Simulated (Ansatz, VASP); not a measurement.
# One calculation of ZrC, two programs

The input INCAR:

```
PREC = Accurate
ENCUT = 520
EDIFF = 1E-6
ISMEAR = 0
SIGMA = 0.1
LREAL = F
LASPH = T
NELM = 100
ALGO = Normal
ISIF = 2
LWAVE = F
LCHARG = F
GGA = PE
NBANDS = 15
```

File KPOINTS:

```
Automatic mesh
0
Gamma
  16 16 16
```

Contents of POSCAR:

```
ZrC
1.0
    0.0000000000      2.3502100000      2.3502100000
    2.3502100000      0.0000000000      2.3502100000
    2.3502100000      2.3502100000      0.0000000000
Zr C
1 1
Direct
    0.5000000000      0.5000000000      0.5000000000
    0.0000000000      0.0000000000      0.0000000000
```

Input for Ansatz:

```yaml
crystal:
  lattice:
    - [0.0, 2.35021, 2.35021]
    - [2.35021, 0.0, 2.35021]
    - [2.35021, 2.35021, 0.0]
  atoms:
    - { symbol: Zr, position: [0.5, 0.5, 0.5] }
    - { symbol: C, position: [0.0, 0.0, 0.0] }
basis:
  ecutwfc: 420
kpoints:
  mp_grid: { grid: [16, 16, 16] }
hamiltonian:
  xc: pbe
scf:
  occupations: { method: gaussian, width: 0.1 }
output:
  forces: true
  stress: true
  eigenvalues: true
  populations: true
```

Alike in both runs: task single point; functional PBE; k mesh 16 × 16 × 16; occupations gaussian, width 0.1 eV; no spin polarisation.

|  | VASP | Ansatz |
| --- | --- | --- |
| version | VASP 6.6.1 | Ansatz 0.2.0 |
| potentials or method | VASP PAW PBE potentials, release 64 (Zr_sv, C) | scalar-relativistic, plane waves, PAW |
| plane-wave cutoff (eV) | 520 | 420 |
| valence electrons in the cell | 16 | 16 |

VASP gave:

- gap on the k mesh at the Fermi level (eV): none
- pressure (GPa): 1.4

What did Ansatz give for the same quantities?

gap on the k mesh at the Fermi level (eV): none; pressure (GPa): 1.2.

A gap of «none» marks a metal or a gap that the smearing closes. The functional is the same, so the differences come from potentials, cutoffs and numerics.
